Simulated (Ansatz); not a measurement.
# Ta2N: the cost of one run

Computed with Ansatz 0.2.0 (DFT PBE, scalar-relativistic, plane waves, PAW, unless a step's input says otherwise).

## 1. The starting structure

The structure is trigonal, space group P-3m1 (No. 164). Conventional cell: a = 3.113 Å, b = 3.113 Å, c = 4.870 Å, α = 90.00°, β = 90.00°, γ = 120.00°. Around Ta (site symmetry 3m) lie 3 N at 2.18 Å. N (site symmetry -3m) has 6 Ta at 2.18 Å as nearest neighbours.

Structure file:

```
CELL_PARAMETERS angstrom
3.11286 0.00000 0.00000
-1.55643 2.69582 0.00000
0.00000 0.00000 4.86984
ATOMIC_POSITIONS crystal
Ta 0.66667 0.33333 0.74529
Ta 0.33333 0.66667 0.25471
N 0.00000 0.00000 0.00000
```

The structure comes from the Materials Project (structure only).

## 2. A change within the space group

Against the listed cell: strain xx, yy, zz, yz, xz, xy = +2.7, +2.7, -0.3, +0.0, +0.0, +0.0 %; atoms moved by 0.06 Å root mean square, at most 0.07 Å.

Contents of input.yaml:

```yaml
crystal:
  lattice:
    - [3.1968465094, 0.0, 0.0]
    - [-1.5984232547, 2.7685502891, 0.0]
    - [0.0, 0.0, 4.8551340802]
  atoms:
    - { symbol: Ta, position: [0.66666667, 0.33333333, 0.7301992481] }
    - { symbol: Ta, position: [0.33333333, 0.66666667, 0.2698007519] }
    - { symbol: "N", position: [0.0, 0.0, 0.0] }
basis:
  ecutwfc: 420
kpoints:
  mp_grid: { grid: [15, 15, 10] }
hamiltonian:
  xc: pbe
scf:
  occupations: { method: gaussian, width: 0.1 }
output:
  forces: true
  stress: true
  eigenvalues: true
```

**Question.** How long does this run take on 1 thread of an Arm CPU, shared host, and how much memory does it need?

About 14 s, with a peak of 0.43 GiB.
